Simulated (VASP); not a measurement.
B:

```
B
1.0
     2.45895    1.41968    4.19350
    -2.45895    1.41968    4.19350
     0.00000   -2.83935    4.19350
B
12
Direct
  0.01019 0.65361 0.01019
  0.01019 0.01019 0.65361
  0.65361 0.01019 0.01019
  0.98981 0.34639 0.98981
  0.34639 0.98981 0.98981
  0.98981 0.98981 0.34639
  0.22118 0.63060 0.22118
  0.22118 0.22118 0.63060
  0.63060 0.22118 0.22118
  0.77882 0.36940 0.77882
  0.36940 0.77882 0.77882
  0.77882 0.77882 0.36940
```

- Program: VASP 6.6.1
- Task: relaxation of cell and atoms
- Functional: LDA
- Potentials or basis: VASP PAW LDA potentials, release 64 (B)
- Cutoff: 600 eV
- k mesh: 9 × 9 × 8
- Occupations: gaussian, width 0.03 eV
- Spin: no spin polarisation

At the start: pressure -10.5 GPa; volume 7.32 Å³/atom.

Task: How do energy, volume and symmetry change on relaxing?

Result: Over 8 steps the energy falls by 11.2 meV/atom and the volume is 7.00 Å³/atom (-4.4 %); space group R-3m (No. 166, to 0.05 Å).

The path:
| step | energy change (eV) | largest force (eV/Å) | pressure (GPa) | volume (Å³) |
| --- | --- | --- | --- | --- |
| 1 | 0.0000 | 0.3404 | -10.46 | 87.83 |
| 2 | -0.0171 | 0.7982 | 8.66 | 81.90 |
| 3 | -0.1220 | 0.2221 | -1.13 | 84.68 |
| 4 | -0.1295 | 0.2506 | 0.47 | 83.77 |
| 5 | -0.1320 | 0.0962 | -0.08 | 84.07 |
| 6 | -0.1333 | 0.0617 | 0.07 | 83.88 |
| 7 | -0.1337 | 0.0270 | 0.02 | 83.94 |
| 8 | -0.1338 | 0.0022 | -0.01 | 83.94 |

Final structure:
```
B
1.0
     2.42155    1.39808    4.13233
    -2.42155    1.39808    4.13233
     0.00000   -2.79617    4.13233
B
12
Cartesian
  -1.5590 0.9001 2.7901
  0.0000 -1.8002 2.7901
  1.5590 0.9001 2.7901
  1.5590 -0.9001 9.6068
  -1.5590 -0.9001 9.6068
  0.0000 1.8002 9.6068
  -0.9891 0.5710 4.4340
  0.0000 -1.1421 4.4340
  0.9891 0.5710 4.4340
  0.9891 -0.5710 7.9630
  -0.9891 -0.5710 7.9630
  0.0000 1.1421 7.9630
```
